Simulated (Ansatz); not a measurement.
Write the native input for Ansatz 0.2.0 that does the following.

* Task: projected density of states
* Functional: r2SCAN50
* Potentials or basis: SPMS NC
* Cutoff: 789 eV (not typed: the program's choice for these potentials)
* k mesh: 5 × 5 × 5
* Occupations: fixed
* Spin: no spin polarisation

Crystal: BP.

```
P B
1.0
     0.00000    2.26900    2.26900
     2.26900    0.00000    2.26900
     2.26900    2.26900    0.00000
P B
1 1
Cartesian
  3.4035 3.4035 3.4035
  0.0000 0.0000 0.0000
```

These files were run (other wordings do the same):

input.yaml

```yaml
crystal:
  lattice:
    - [0.0, 2.269, 2.269]
    - [2.269, 0.0, 2.269]
    - [2.269, 2.269, 0.0]
  atoms:
    - { symbol: P, position: [0.75, 0.75, 0.75] }
    - { symbol: B, position: [0.0, 0.0, 0.0] }
hamiltonian:
  xc: r2scan50
  pseudopotentials: { kind: nc, source: spms }
kpoints:
  mp_grid: { grid: [5, 5, 5] }
scf:
  occupations: { method: fixed }
  n_extra_bands: 6
output:
  forces: true
  stress: true
  eigenvalues: true
  dos: { projected: true, de: 0.05 }
```

Potentials or basis: SPMS NC.

Command:

```bash
$ ansatz run input.yaml --threads 1 --pin off --max-ram 2560MiB --backend cpu --events-out ev --progress --plain --runs-dir out
```

Results of the run:

```
Pressure               : -2.3 GPa
Band gap on the k mesh : 4.14 eV, indirect (least direct gap 6.69 eV)
```

Caveat: the k mesh is coarse (spacing up to 0.48 Å⁻¹), so the values aren't converged, least of all with exact exchange; the meta-GGA runs on potentials made for a GGA; odd divisions of the mesh miss points on the zone boundary, where band edges often lie, so the gap on the mesh can be too wide; the potentials were made for another functional, which shifts forces and pressure; the thresholds are loose for stress.

Run time: 15 s on 1 thread of Arm Neoverse V1 (shared host), peak memory 0.42 GiB.
